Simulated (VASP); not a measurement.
Crystal: GaN.

```
Ga N
1.0
     3.18023    0.00000    0.00000
    -1.59012    2.75416    0.00000
     0.00000    0.00000    5.18322
Ga N
2 2
Cartesian
  0.0000 1.8361 5.1793
  1.5901 0.9181 2.5877
  0.0000 1.8361 1.9476
  1.5901 0.9181 4.5393
```

Base run:

* Program: VASP 6.6.1
* Functional: r2SCAN
* Potentials or basis: VASP PAW PBE potentials, release 64 (Ga_d, N)
* Cutoff: 520 eV
* k mesh: 12 × 12 × 5
* Occupations: gaussian, width 0.03 eV
* Spin: no spin polarisation

Its results: band gap on the k mesh 2.35 eV, direct.

**Question.** After a change of settings the same cell gave: band gap on the k mesh 3.13 eV, direct. Which change was it?
A. functional from r2SCAN to PBE; further incar settings from ALGO = Normal; EDIFF = 1e-06 to ALGO = Normal; EDIFF = 1e-06; NBANDS = 42
B. functional from r2SCAN to LDA; potentials or basis from VASP PAW PBE potentials, release 64 (Ga_d, N) to VASP PAW LDA potentials, release 64 (Ga_d, N)
C. functional from r2SCAN to TB-mBJ

**Answer.** C.
